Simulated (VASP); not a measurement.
# Shielding tensors and field gradients of KCl (Sylvite), part 3 of 3

Wanted: the shieldings and field gradients at the nuclei of KCl (Sylvite). The cell is of the rock-salt type, one of the forms listed for this formula, which need not be the common one. The start is a cell from a database of measured crystal structures.

VASP 6.6.1, plane waves and PAW; the level of theory is named at each step.

So far. Step 2 (Ground state): The cell has a gap of 5.19 eV on this mesh.

### Step 4. Another functional

This step: chemical shifts by linear response (GIPAW), PBEsol; plane waves and PAW (K_sv, Cl) (VASP 6.6.1).

The functional is changed, to see how much the shieldings depend on it.

Input file INCAR:

```
SYSTEM = KCl
PREC = Accurate
ENCUT = 370
EDIFF = 1E-09
NELM = 100
ISMEAR = 0
SIGMA = 0.01
LREAL = .FALSE.
ALGO = Normal
GGA = PS
NBANDS = 14
LWAVE = .FALSE.
LCHARG = .FALSE.
KPAR = 4
LCHIMAG = .TRUE.
LEFG = .TRUE.
DQ = 0.001
ICHIBARE = 1
LNMR_SYM_RED = .TRUE.
```

Input file POSCAR:

```
KCl
1.0
    0.0000000000      3.1464700000      3.1464700000
    3.1464700000      0.0000000000      3.1464700000
    3.1464700000      3.1464700000      0.0000000000
K Cl
1 1
Direct
    0.0000000000      0.0000000000      0.0000000000
    0.5000000000      0.5000000000      0.5000000000
```

Input file KPOINTS:

```
Automatic mesh
0
Gamma
6 6 6
0 0 0
```

PAW data sets: K_sv and Cl (PBE family, release 64).

Started as:

```console
$ mpirun -np 4 vasp_std
```

The program printed:

```text
[banner, memory and clock lines left out]
running    4 mpi-ranks, on    1 nodes
 distrk:  each k-point on    1 cores,    4 groups
 distr:  one band on    1 cores,    1 groups

 POSCAR found type information on POSCAR K Cl
 POSCAR found :  2 types and       2 ions
|                                                                             |
|               ----> ADVICE to this user running VASP <----                  |
|                                                                             |
|     You enforced a specific xc type in the INCAR file but a different       |
|     [... a line on the potential file left out ...]
|     I HOPE YOU KNOW WHAT YOU ARE DOING!                                     |
|                                                                             |

 LDA part: xc-table for (Slater+PW92), standard interpolation
 POSCAR, INCAR and KPOINTS ok, starting setup
 FFT: planning ... GRIDC
 FFT: planning ... GRID_SOFT
 FFT: planning ... GRID
 WAVECAR not read
 entering main loop
       N       E                     dE             d eps       ncg     rms          rms(c)
DAV:   1     0.828298299825E+02    0.82830E+02   -0.58773E+03   448   0.780E+02
DAV:   2    -0.217933461519E+01   -0.85009E+02   -0.78758E+02   602   0.217E+02
DAV:   3    -0.708427323182E+01   -0.49049E+01   -0.48725E+01   592   0.462E+01
DAV:   4    -0.727100696504E+01   -0.18673E+00   -0.18665E+00   666   0.866E+00
DAV:   5    -0.727288688287E+01   -0.18799E-02   -0.18799E-02   590   0.883E-01    0.321E+00
DAV:   6    -0.702583604630E+01    0.24705E+00   -0.39320E-01   532   0.338E+00    0.263E+00
DAV:   7    -0.701201068033E+01    0.13825E-01   -0.89966E-02   574   0.176E+00    0.152E+00
DAV:   8    -0.702224117412E+01   -0.10230E-01   -0.16392E-02   592   0.962E-01    0.191E-01
DAV:   9    -0.702283221909E+01   -0.59104E-03   -0.10236E-03   580   0.198E-01    0.954E-02
DAV:  10    -0.702339443049E+01   -0.56221E-03   -0.55626E-04   460   0.155E-01    0.219E-02
DAV:  11    -0.702340792064E+01   -0.13490E-04   -0.23063E-05   630   0.288E-02    0.125E-02
DAV:  12    -0.702341161404E+01   -0.36934E-05   -0.84340E-06   496   0.170E-02    0.611E-03
DAV:  13    -0.702341169374E+01   -0.79699E-07   -0.79761E-07   526   0.597E-03    0.721E-04
DAV:  14    -0.702341173918E+01   -0.45444E-07   -0.59419E-08   558   0.169E-03    0.711E-04
DAV:  15    -0.702341177252E+01   -0.33343E-07   -0.12781E-08   550   0.675E-04    0.506E-05
DAV:  16    -0.702341177488E+01   -0.23529E-08   -0.73518E-10   446   0.183E-04    0.192E-05
DAV:  17    -0.702341177461E+01    0.26512E-09   -0.83027E-11   308   0.600E-05
ion   1
     0.0000000    -0.0000000     0.0000000    -0.0000000     0.0000000    -0.0000000
     0.0000394    -0.0000000     0.0000000    -0.0000000     0.0000000    -0.0000000
     0.0000543    -0.0000000     0.0000000    -0.0000000     0.0000000    -0.0000000
     0.0000748    -0.0000000     0.0000000    -0.0000000     0.0000000    -0.0000000
     0.0001030    -0.0000000     0.0000000    -0.0000000     0.0000000    -0.0000000

     0.0000000    -0.0000000     0.0000000    -0.0000000     0.0000000    -0.0000000
     0.0000394    -0.0000000     0.0000000    -0.0000000     0.0000000    -0.0000000
     0.0000543    -0.0000000     0.0000000    -0.0000000     0.0000000    -0.0000000
     0.0000748    -0.0000000     0.0000000    -0.0000000     0.0000000    -0.0000000
     0.0001030    -0.0000000     0.0000000    -0.0000000     0.0000000    -0.0000000

ion   2
     0.0000000     0.0000000    -0.0000000     0.0000000     0.0000000     0.0000000
     0.0000382     0.0000000    -0.0000000     0.0000000     0.0000000     0.0000000
     0.0000526     0.0000000    -0.0000000     0.0000000     0.0000000     0.0000000
     0.0000724     0.0000000    -0.0000000     0.0000000     0.0000000     0.0000000
     0.0000997     0.0000000    -0.0000000     0.0000000     0.0000000     0.0000000

     0.0000000     0.0000000    -0.0000000     0.0000000     0.0000000     0.0000000
     0.0000382     0.0000000    -0.0000000     0.0000000     0.0000000     0.0000000
     0.0000526     0.0000000    -0.0000000     0.0000000     0.0000000     0.0000000
     0.0000724     0.0000000    -0.0000000     0.0000000     0.0000000     0.0000000
     0.0000997     0.0000000    -0.0000000     0.0000000     0.0000000     0.0000000

   1 F= -.70234118E+01 E0= -.70234118E+01  d E =-.995788E-57
DAV:   1    -0.174918596855E+03   -0.17492E+03    0.00000E+00     0   0.000E+00
DAV:   2    -0.174918596855E+03    0.00000E+00    0.00000E+00     0   0.000E+00
BDIR= 1  IDIR= 2  IQ= -1
DAV:   1    -0.349832419989E+03   -0.34983E+03   -0.88376E-03   532   0.718E-01
DAV:   2    -0.349832500830E+03   -0.80842E-04   -0.80842E-04   576   0.205E-01
DAV:   3    -0.349832502301E+03   -0.14705E-05   -0.14705E-05   694   0.202E-02
DAV:   4    -0.349832502308E+03   -0.75610E-08   -0.75458E-08   584   0.155E-03
DAV:   5    -0.349832502308E+03   -0.20634E-10   -0.85920E-10   518   0.153E-04
       N       E                     dE             d eps       ncg     rms
RMM:   1    -0.500832495833E+02   -0.50083E+02   -0.77570E+01   832   0.534E+01
RMM:   2    -0.512712112729E+02   -0.11880E+01   -0.46618E+00   952   0.759E+00
RMM:   3    -0.513451755121E+02   -0.73964E-01   -0.17392E-01   952   0.135E+00
RMM:   4    -0.513499919834E+02   -0.48165E-02   -0.13774E-02   960   0.272E-01
RMM:   5    -0.513502047091E+02   -0.21273E-03   -0.53681E-04   975   0.576E-02
RMM:   6    -0.513502209141E+02   -0.16205E-04   -0.49024E-05   983   0.135E-02
RMM:   7    -0.513502219142E+02   -0.10001E-05   -0.31764E-06   930   0.294E-03
RMM:   8    -0.513502219633E+02   -0.49107E-07   -0.12749E-07   828   0.660E-04
RMM:   9    -0.513502219662E+02   -0.28854E-08   -0.87499E-09   671   0.166E-04
RMM:  10    -0.513502219664E+02   -0.23591E-09   -0.74687E-10   611   0.645E-05
BDIR= 1  IDIR= 2  IQ=  0
DAV:   1    -0.349837194516E+03   -0.34984E+03   -0.20519E-11   260   0.243E-05
DAV:   2    -0.349837194516E+03   -0.34902E-10   -0.92883E-12   236   0.141E-05
       N       E                     dE             d eps       ncg     rms
RMM:   1    -0.500994328877E+02   -0.50099E+02   -0.77678E+01   832   0.534E+01
RMM:   2    -0.512891702721E+02   -0.11897E+01   -0.46655E+00   952   0.760E+00
RMM:   3    -0.513631321402E+02   -0.73962E-01   -0.17384E-01   933   0.135E+00
RMM:   4    -0.513679485719E+02   -0.48164E-02   -0.13806E-02   941   0.272E-01
RMM:   5    -0.513681553595E+02   -0.20679E-03   -0.49631E-04   941   0.572E-02
RMM:   6    -0.513681716725E+02   -0.16313E-04   -0.49510E-05   933   0.135E-02
RMM:   7    -0.513681726914E+02   -0.10189E-05   -0.33104E-06   883   0.293E-03
[...]
RLQ:   7    -0.520608129946E+00   -0.23873E-08   -0.85305E-09   672   0.195E-04
RLQ:   8    -0.520608130067E+00   -0.12048E-09   -0.32782E-10   542   0.616E-05
BDIR= 3  IDIR= 1  IQ= -1
DAV:   1    -0.349840015387E+03   -0.34984E+03   -0.82031E-03   532   0.717E-01
DAV:   2    -0.349840095351E+03   -0.79964E-04   -0.79964E-04   594   0.202E-01
DAV:   3    -0.349840096501E+03   -0.11503E-05   -0.11504E-05   672   0.184E-02
DAV:   4    -0.349840096511E+03   -0.94518E-08   -0.94163E-08   604   0.168E-03
DAV:   5    -0.349840096511E+03   -0.13551E-09   -0.17317E-09   534   0.185E-04
       N       E                     dE             d eps       ncg     rms
RMM:   1    -0.505694923410E+02   -0.50569E+02   -0.83117E+01   845   0.541E+01
RMM:   2    -0.517893647279E+02   -0.12199E+01   -0.44007E+00   950   0.779E+00
RMM:   3    -0.518705624351E+02   -0.81198E-01   -0.22026E-01   973   0.154E+00
RMM:   4    -0.518751813531E+02   -0.46189E-02   -0.12611E-02   988   0.307E-01
RMM:   5    -0.518754978999E+02   -0.31655E-03   -0.81926E-04   993   0.770E-02
RMM:   6    -0.518755201234E+02   -0.22224E-04   -0.78982E-05   995   0.189E-02
RMM:   7    -0.518755220093E+02   -0.18858E-05   -0.54329E-06   975   0.493E-03
RMM:   8    -0.518755221199E+02   -0.11064E-06   -0.38095E-07   895   0.119E-03
RMM:   9    -0.518755221279E+02   -0.80052E-08   -0.21250E-08   719   0.311E-04
RMM:  10    -0.518755221284E+02   -0.52678E-09   -0.17265E-09   642   0.986E-05
BDIR= 3  IDIR= 1  IQ=  0
DAV:   1    -0.349837194516E+03   -0.34984E+03   -0.19083E-11   260   0.243E-05
DAV:   2    -0.349837194516E+03    0.12506E-11   -0.76939E-12   236   0.141E-05
       N       E                     dE             d eps       ncg     rms
RMM:   1    -0.505746482056E+02   -0.50575E+02   -0.83170E+01   845   0.541E+01
RMM:   2    -0.517961449494E+02   -0.12215E+01   -0.44070E+00   949   0.780E+00
RMM:   3    -0.518775383443E+02   -0.81393E-01   -0.22088E-01   954   0.155E+00
RMM:   4    -0.518821687931E+02   -0.46304E-02   -0.12655E-02   950   0.307E-01
RMM:   5    -0.518824866010E+02   -0.31781E-03   -0.82200E-04   967   0.771E-02
RMM:   6    -0.518825089519E+02   -0.22351E-04   -0.79317E-05   952   0.189E-02
RMM:   7    -0.518825108423E+02   -0.18904E-05   -0.54485E-06   940   0.491E-03
RMM:   8    -0.518825109521E+02   -0.10976E-06   -0.37791E-07   832   0.118E-03
RMM:   9    -0.518825109600E+02   -0.79027E-08   -0.20665E-08   669   0.309E-04
RMM:  10    -0.518825109605E+02   -0.51287E-09   -0.16586E-09   597   0.972E-05
BDIR= 3  IDIR= 1  IQ=  1
DAV:   1    -0.349834312511E+03   -0.34983E+03   -0.81992E-03   538   0.717E-01
DAV:   2    -0.349834392531E+03   -0.80020E-04   -0.80020E-04   582   0.202E-01
DAV:   3    -0.349834393698E+03   -0.11677E-05   -0.11677E-05   672   0.184E-02
DAV:   4    -0.349834393708E+03   -0.95083E-08   -0.94303E-08   598   0.167E-03
DAV:   5    -0.349834393708E+03   -0.32173E-10   -0.17768E-09   550   0.183E-04
       N       E                     dE             d eps       ncg     rms
RMM:   1    -0.505790832791E+02   -0.50579E+02   -0.83220E+01   845   0.541E+01
RMM:   2    -0.518021430369E+02   -0.12231E+01   -0.44131E+00   949   0.780E+00
RMM:   3    -0.518837259122E+02   -0.81583E-01   -0.22148E-01   973   0.155E+00
RMM:   4    -0.518883616074E+02   -0.46357E-02   -0.12638E-02   987   0.307E-01
RMM:   5    -0.518886866207E+02   -0.32501E-03   -0.86476E-04   993   0.776E-02
RMM:   6    -0.518887090985E+02   -0.22478E-04   -0.80286E-05   996   0.189E-02
RMM:   7    -0.518887109071E+02   -0.18087E-05   -0.48099E-06   977   0.487E-03
RMM:   8    -0.518887110189E+02   -0.11179E-06   -0.39618E-07   895   0.119E-03
RMM:   9    -0.518887110276E+02   -0.87009E-08   -0.24531E-08   722   0.322E-04
RMM:  10    -0.518887110282E+02   -0.56764E-09   -0.17734E-09   645   0.101E-04
BDIR= 3  IDIR= 2  IQ= -1
DAV:   1    -0.349832419989E+03   -0.34983E+03   -0.88376E-03   532   0.718E-01
DAV:   2    -0.349832500830E+03   -0.80842E-04   -0.80842E-04   576   0.205E-01
DAV:   3    -0.349832502301E+03   -0.14706E-05   -0.14705E-05   694   0.202E-02
DAV:   4    -0.349832502308E+03   -0.75433E-08   -0.75457E-08   584   0.155E-03
DAV:   5    -0.349832502308E+03   -0.84697E-11   -0.86015E-10   518   0.153E-04
       N       E                     dE             d eps       ncg     rms
RMM:   1    -0.521046659845E+02   -0.52105E+02   -0.87837E+01   817   0.540E+01
RMM:   2    -0.535099324713E+02   -0.14053E+01   -0.54438E+00   944   0.810E+00
RMM:   3    -0.535957675964E+02   -0.85835E-01   -0.20322E-01   949   0.150E+00
RMM:   4    -0.536005730876E+02   -0.48055E-02   -0.15295E-02   977   0.319E-01
RMM:   5    -0.536008956593E+02   -0.32257E-03   -0.80517E-04   971   0.773E-02
RMM:   6    -0.536009177000E+02   -0.22041E-04   -0.82657E-05   986   0.191E-02
RMM:   7    -0.536009193891E+02   -0.16891E-05   -0.45522E-06   955   0.469E-03
RMM:   8    -0.536009194875E+02   -0.98330E-07   -0.36311E-07   869   0.112E-03
RMM:   9    -0.536009194945E+02   -0.70210E-08   -0.18285E-08   694   0.287E-04
RMM:  10    -0.536009194949E+02   -0.46428E-09   -0.15806E-09   615   0.920E-05
BDIR= 3  IDIR= 2  IQ=  0
DAV:   1    -0.349837194516E+03   -0.34984E+03   -0.19932E-11   260   0.243E-05
DAV:   2    -0.349837194516E+03   -0.50818E-10   -0.90898E-12   236   0.141E-05
       N       E                     dE             d eps       ncg     rms
RMM:   1    -0.520916898124E+02   -0.52092E+02   -0.87717E+01   817   0.540E+01
RMM:   2    -0.534936880409E+02   -0.14020E+01   -0.54322E+00   943   0.809E+00
RMM:   3    -0.535792273625E+02   -0.85539E-01   -0.20248E-01   931   0.150E+00
RMM:   4    -0.535840151762E+02   -0.47878E-02   -0.15240E-02   941   0.318E-01
RMM:   5    -0.535843360422E+02   -0.32087E-03   -0.80170E-04   945   0.771E-02
RMM:   6    -0.535843579104E+02   -0.21868E-04   -0.82063E-05   946   0.191E-02
RMM:   7    -0.535843595790E+02   -0.16685E-05   -0.44845E-06   917   0.465E-03
RMM:   8    -0.535843596747E+02   -0.95718E-07   -0.35418E-07   806   0.111E-03
RMM:   9    -0.535843596815E+02   -0.68559E-08   -0.17222E-08   649   0.285E-04
RMM:  10    -0.535843596820E+02   -0.44332E-09   -0.14938E-09   585   0.913E-05
BDIR= 3  IDIR= 2  IQ=  1
DAV:   1    -0.349841774214E+03   -0.34984E+03   -0.88465E-03   520   0.718E-01
DAV:   2    -0.349841855026E+03   -0.80813E-04   -0.80813E-04   594   0.205E-01
DAV:   3    -0.349841856499E+03   -0.14729E-05   -0.14728E-05   688   0.202E-02
DAV:   4    -0.349841856507E+03   -0.74356E-08   -0.75439E-08   590   0.156E-03
DAV:   5    -0.349841856507E+03   -0.72305E-10   -0.83807E-10   504   0.153E-04
       N       E                     dE             d eps       ncg     rms
RMM:   1    -0.520779474738E+02   -0.52078E+02   -0.87596E+01   817   0.540E+01
RMM:   2    -0.534766572442E+02   -0.13987E+01   -0.54205E+00   945   0.809E+00
RMM:   3    -0.535618995156E+02   -0.85242E-01   -0.20173E-01   949   0.150E+00
RMM:   4    -0.535666697870E+02   -0.47703E-02   -0.15184E-02   977   0.318E-01
RMM:   5    -0.535669889468E+02   -0.31916E-03   -0.79817E-04   972   0.769E-02
RMM:   6    -0.535670106543E+02   -0.21707E-04   -0.81546E-05   987   0.190E-02
RMM:   7    -0.535670123184E+02   -0.16641E-05   -0.44796E-06   952   0.466E-03
RMM:   8    -0.535670124152E+02   -0.96811E-07   -0.35629E-07   868   0.111E-03
RMM:   9    -0.535670124221E+02   -0.68852E-08   -0.17911E-08   698   0.282E-04
RMM:  10    -0.535670124226E+02   -0.45095E-09   -0.15420E-09   622   0.919E-05
       N       E                     dE             d eps       ncg     rms
RLQ:   1    -0.517186622559E+00   -0.51719E+00   -0.37682E+00   600   0.187E+01
RLQ:   2    -0.528456590458E+00   -0.11270E-01   -0.12548E-02   783   0.547E-01
RLQ:   3    -0.528623423007E+00   -0.16683E-03   -0.49242E-04   776   0.781E-02
RLQ:   4    -0.528634069260E+00   -0.10646E-04   -0.32649E-05   789   0.159E-02
RLQ:   5    -0.528634658101E+00   -0.58884E-06   -0.14165E-06   728   0.299E-03
RLQ:   6    -0.528634692829E+00   -0.34728E-07   -0.96666E-08   660   0.619E-04
RLQ:   7    -0.528634694230E+00   -0.14008E-08   -0.39598E-09   537   0.136E-04
RLQ:   8    -0.528634694300E+00   -0.70176E-10   -0.14361E-10   468   0.521E-05
```

Run time: 1.7 min. Hardware: 4 MPI ranks of AMD EPYC 7R43, shared host; peak memory 0.61 GiB; 6.8 min of CPU time.

From OUTCAR (step 4):

```text
The static configuration has the point symmetry O_h .

 Found     16 irreducible k-points:

   NELECT =      16.0000    total number of electrons

  Total       -0.1393788     -0.1393788     -0.1393788     -0.0000000      0.0000000     -0.0000000
  in kB       -3.5843173     -3.5843173     -3.5843173     -0.0000000      0.0000000     -0.0000000
  external PRESSURE =      -3.5843173 kB  Pullay stress =       0.0000000 kB

 POSITION                                       TOTAL-FORCE (eV/Angst)
 -----------------------------------------------------------------------------------
      0.00000      0.00000      0.00000         0.000000      0.000000      0.000000
      3.14647      3.14647      3.14647         0.000000     -0.000000     -0.000000
 -----------------------------------------------------------------------------------
    total drift:                                0.000000      0.000000      0.000000

  ORBITAL MAGNETIC SUSCEPTIBILITY, excluding core contribution
 -------------------------------------------------------------
  Approximate magnetic susceptibility, pGv (10^-6 cm^3/mole)
     1        -38.387249          0.000000         -0.000000
     2          0.000000        -38.387249          0.000000
     3         -0.000000          0.000000        -38.387249
 -------------------------------------------------------------
  Approximate magnetic susceptibility, vGv (10^-6 cm^3/mole)
     1        -33.318524         -0.000000          0.000000
     2          0.000000        -33.318524          0.000000
     3         -0.000000         -0.000000        -33.318524

  BDIR labels direction of applied magnetic field (i.e. B0)
  For BDIR==1, B0 along x-axis, etc.
  Induced field listed along cartesian directions for each BDIR
 ------------------------------------------------------------------------------------------
                 EXCLUDING G=0 CONTRIBUTION              INCLUDING G=0 CONTRIBUTION
 ------------------------------------------------------------------------------------------
  ion  BDIR            X           Y           Z                X           Y           Z
          (   iso_shield        span        skew ) (   iso_shield        span        skew )
 ------------------------------------------------------------------------------------------
    1     1    1142.9091      0.0000      0.0000        1152.0123      0.0000      0.0000
          2      -0.0000   1142.9091     -0.0000          -0.0000   1152.0123     -0.0000
          3       0.0000      0.0000   1142.9091           0.0000      0.0000   1152.0123
          (    1142.9091      0.0000      0.0000 ) (    1152.0123      0.0000      0.0000 )

    2     1     893.4509      0.0000      0.0000         902.5541     -0.0000      0.0000
          2      -0.0000    893.4509      0.0000          -0.0000    902.5541      0.0000
          3       0.0000     -0.0000    893.4509           0.0000     -0.0000    902.5541
          (     893.4509      0.0000      0.0000 ) (     902.5541      0.0000      0.0000 )
 ------------------------------------------------------------------------------------------

[... 10 parts as in an earlier step ...]

[... 1 further part left out ...]
```

The PAW data sets were made with PBE, which is usual practice but a small mismatch for other functionals.

Numbers from this step:

```
free energy (TOTEN)            : -7.023 eV
Fermi energy                   : -1.794 eV
pressure                       : -0.3584 GPa
gap on the k-mesh              : 5.022 eV
least direct gap on the k-mesh : 5.022 eV
```

Valence and core; the G = 0 term is that of a spherical sample. NMR shielding, by row:

| atom | isotropic shielding (ppm) | span (ppm) | skew | isotropic shielding without the G = 0 term (ppm) |
| --- | --- | --- | --- | --- |
| K1 | 1152 | 0 | - | 1143 |
| Cl2 | 902.6 | 0 | - | 893.5 |

Ordered as |Vzz| ≥ |Vxx| ≥ |Vyy|, the program's way. Electric field gradients, by row:

| atom | Vxx (V/Å²) | Vyy (V/Å²) | Vzz (V/Å²) | asymmetry |
| --- | --- | --- | --- | --- |
| K1 | 0 | 0 | -0.001 | - |
| Cl2 | -0.001 | -0.001 | 0.002 | - |

Against the first shielding run the largest change is -12.3 ppm, on Cl2.

### Step 5. Summary

This step: chemical shifts by linear response (GIPAW), PBE, PBEsol; plane waves and PAW (VASP 6.6.1).

This step runs nothing: it gathers the runs above.

Isotropic shieldings. Cost is wall time times ranks on a shared host. Shieldings by setting:

| run | ENCUT (eV) | k mesh | K1, Wyckoff letter a (ppm) | Cl2, Wyckoff letter b (ppm) | cost (core minutes) |
| --- | --- | --- | --- | --- | --- |
| first shielding run | 370 | 6x6x6 | 1160 | 914.9 | 6.8 |
| another functional | 370 | 6x6x6 | 1152 | 902.6 | 6.87 |

### Step 6. Summary of results

| Item | Value |
| --- | --- |
| K, isotropic shielding | 1159.6 ppm |
| Cl, isotropic shielding | 914.9 ppm |

**Reading.** At PBE, in the first shielding run, the isotropic shieldings are K 1159.6 ppm; Cl 914.9 ppm. In the first shielding run all tensors are isotropic to 0.5 ppm, as the cubic site symmetry asks. In the undistorted cell the field gradients vanish by symmetry; what its table shows is numerical noise. Against the first shielding run, the one with another functional moves the shieldings by at most 12 ppm. Shifts were not obtained, since a shift is the shielding of a reference compound, computed alike, less these values. The G = 0 term is the part set by the sample's shape, taken here for a sphere. No finer mesh was run, so convergence in it isn't shown. VASP's guide advises LASPH and NLSPLINE for shieldings, which this input doesn't set; the effect wasn't tested. Where the functional isn't the one that the data sets were made with, the shieldings hold that mismatch too. The cell is of the rock-salt type, one of the forms listed for this formula, which need not be the common one.

[Lines on the potential files, build, host, timing and source positions are cut from VASP's logs without a mark.]

[Logs are printed without paths, hosts, clocks, repeated set-up lines and the standing remarks that a program may print on its own settings, such as how far it seeks lower states.]

[Hosts, paths, dates, database ids (printed as entryN), source tags and the programs' standing remarks are cut or masked in the printed files.]
